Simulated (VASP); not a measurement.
Input of a VASP 6.6.1 run:

The input POSCAR:

```
CdO                                     
1.0
    0.0000000000      2.3523961159      2.3523961159
    2.3523961159      0.0000000000      2.3523961159
    2.3523961159      2.3523961159      0.0000000000
  Cd              O             
     1     1
Direct
     0.0000000000000000    0.0000000000000000    0.0000000000000000
     0.5000000000000000    0.5000000000000000    0.5000000000000000
```

File INCAR.step1:

```
SYSTEM = CdO
PREC     = Accurate       ! precision mode
ENCUT    = 520            ! plane-wave cutoff, eV
EDIFF    = 1E-5           ! SCF threshold, eV
ISMEAR   = 0              ! smearing method
SIGMA    = 0.03           ! smearing width, eV
LREAL    = .FALSE.        ! projectors in reciprocal space
LASPH    = .TRUE.         ! aspherical terms in the spheres
NELM     = 80             ! most SCF steps
ALGO     = Normal         ! electronic algorithm
ISIF     = 2              ! what is computed and relaxed
LWAVE    = .TRUE.         ! write WAVECAR
LCHARG   = .FALSE.        ! write CHGCAR
NBANDS   = 16             ! bands
KPAR     = 2            
GGA      = PE             ! functional
```

INCAR.step2

```
SYSTEM = CdO
PREC     = Accurate       ! precision mode
ENCUT    = 520            ! plane-wave cutoff, eV
EDIFF    = 1E-6           ! SCF threshold, eV
ISMEAR   = 0              ! smearing method
SIGMA    = 0.03           ! smearing width, eV
LREAL    = .FALSE.        ! projectors in reciprocal space
LASPH    = .TRUE.         ! aspherical terms in the spheres
NELM     = 80             ! most SCF steps
ALGO     = Normal         ! electronic algorithm
ISIF     = 2              ! what is computed and relaxed
LWAVE    = .FALSE.        ! write WAVECAR
LCHARG   = .FALSE.        ! write CHGCAR
GGA      = PE             ! functional
LHFCALC  = .TRUE.         ! exact exchange
HFSCREEN = 0.2            ! screening, 1/A
PRECFOCK = Fast         
NBANDS   = 16             ! bands
KPAR     = 2            
ISTART   = 1
```

Contents of KPOINTS:

```
regular mesh
0
G
  6 6 6
  0 0 0
```

The input KPOINTS_OPT:

```
explicit points
9
Reciprocal
 0.0000000000  0.0000000000  0.0000000000 1
 0.3750000000  0.3750000000  0.7500000000 1
 0.5000000000  0.5000000000  0.5000000000 1
 0.6250000000  0.2500000000  0.6250000000 1
 0.5000000000  0.2500000000  0.7500000000 1
 0.5000000000  0.0000000000  0.5000000000 1
 0.4000000000  0.0000000000  0.4000000000 1
 0.4250000000  0.0000000000  0.4250000000 1
 0.4500000000  0.0000000000  0.4500000000 1
```

Potentials or basis: VASP PAW PBE potentials, release 64 (Cd, O).

Command:

```bash
$ cat potpaw_PBE.64/Cd/POTCAR potpaw_PBE.64/O/POTCAR > POTCAR
$ cp INCAR.step1 INCAR
$ mpirun -np 2 vasp_std > vasp.out
$ cp INCAR.step2 INCAR
$ mpirun -np 2 vasp_std > vasp.out
```

What does it give for the band gap on the k mesh?

0.89 eV, indirect (least direct gap 2.23 eV).

Predict the band gap along the path.

0.89 eV, indirect (least direct gap 2.23 eV).
